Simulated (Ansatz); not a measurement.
Theory: Ansatz, DFT PBE, scalar-relativistic, plane waves, PAW. All cells share a 420 eV cutoff and Γ-centred k meshes spaced at most about 0.3 Å⁻¹ (about 0.25 or finer for metals, 2π included). No spin polarisation.

Each guess is relaxed in cell and atoms at zero pressure, on a coarse mesh first where it starts far from rest and then on a converged one. The steps can't lower the symmetry of the start, but it can rise. Energies are static (0 K, no zero-point motion).

This guess for SiNi2 (collinear spin from parallel moments) isn't its lowest structure:

```yaml
crystal:
  lattice:
    - [3.63369, 0.00000, 0.00000]
    - [-1.81684, 3.14687, 0.00000]
    - [0.00000, 0.00000, 5.97603]
  atoms:
    - { symbol: Si, position: [0.33333, 0.66667, 0.00000] }
    - { symbol: Si, position: [0.66667, 0.33333, 0.00000] }
    - { symbol: Ni, position: [0.33333, 0.66667, 0.29566] }
    - { symbol: Ni, position: [0.33333, 0.66667, 0.70434] }
    - { symbol: Ni, position: [0.66667, 0.33333, 0.70434] }
    - { symbol: Ni, position: [0.66667, 0.33333, 0.29566] }
```

Question: Where does the relaxation end?

Answer: P6/mmm at 11.4 Å³/atom → P6/mmm at 16.1 Å³/atom. Conventional cell: a = 4.031 Å, c = 6.853 Å. Si has 2 Ni at 2.25 Å and 3 Si at 2.33 Å; Ni is surrounded by 1 Si at 2.25 Å and 4 Ni at 2.33–2.35 Å.

```yaml
crystal:
  lattice:
    - [4.03093, 0.00000, 0.00000]
    - [-2.01547, 3.49089, 0.00000]
    - [0.00000, 0.00000, 6.85284]
  atoms:
    - { symbol: Si, position: [0.33333, 0.66667, 0.00000] }
    - { symbol: Si, position: [0.66667, 0.33333, 0.00000] }
    - { symbol: Ni, position: [0.33333, 0.66667, 0.32887] }
    - { symbol: Ni, position: [0.33333, 0.66667, 0.67114] }
    - { symbol: Ni, position: [0.66667, 0.33333, 0.67114] }
    - { symbol: Ni, position: [0.66667, 0.33333, 0.32887] }
```

Question: Compare it with the lowest SiNi2 structure at this level.

Answer: It lies 1.13 eV/atom above the lowest of the 6 forms computed, a structure that the Crystallography Open Database (COD) lists. Space group Pnma (No. 62), orthorhombic, a = 5.021 Å, b = 3.731 Å, c = 7.076 Å. Around Si lie 7 Ni at 2.31–2.41 Å, 2 Ni at 2.58 Å and 1 Ni at 2.76 Å; around Ni on its first site lie 3 Si at 2.35–2.41 Å, 8 Ni at 2.58–2.72 Å and 2 Si at 2.58 Å; Ni on its second site has 4 Si at 2.31–2.32 Å, 8 Ni at 2.58–2.72 Å and 1 Si at 2.76 Å. That form has 11.0 Å³/atom and no gap on its mesh, nor has the guess's end. Counting Si atoms around Ni (those within 1.25 times the shortest such distance or 1.15 times the sum of covalent radii, 1.27 where that leaves under three; a plus sign parts nearer from farther groups; a slash parts the counts of unlike sites), the guess's end has Ni 1 and the lowest form has Ni 4+1/5. The guess's end holds Si–Si nets (shortest 2.33 Å); in the lowest form the shortest Si–Si distance is 3.16 Å.

A magnetic state wasn't ruled out in cells without spin, among them Pnma. Some structure types and database cells were kept out of the candidates from the start, so a known form may be missing.

The relaxation relieves the compressed in-plane contacts of the starting cell but keeps its eclipsed honeycomb layers, with empty channels running through the hexagons. The result is much more open than the Pnma form, at 16.1 against 11.0 Å³/atom, and lies 1.13 eV/atom higher.

The main reason is probably the loss of Ni–Si bonding. Each Ni touches only one Si, while Si spends much of its bonding on Si–Si contacts of about elemental single-bond length. In a metal-rich silicide, Ni d–Si p hybridisation and dense metallic packing favour Si dispersed among Ni, as in Pnma, where no short Si–Si bonds remain. The guess's Ni–Ni contacts are shorter than those in Pnma, but this reflects low coordination, with fewer neighbours each bound more tightly, and doesn't make up for the missing ones.

The preference for Pnma agrees with the known orthorhombic form of Ni2Si. Whether the honeycomb stack is even a local minimum remains open, since buckling or sliding of the layers could lead downhill.
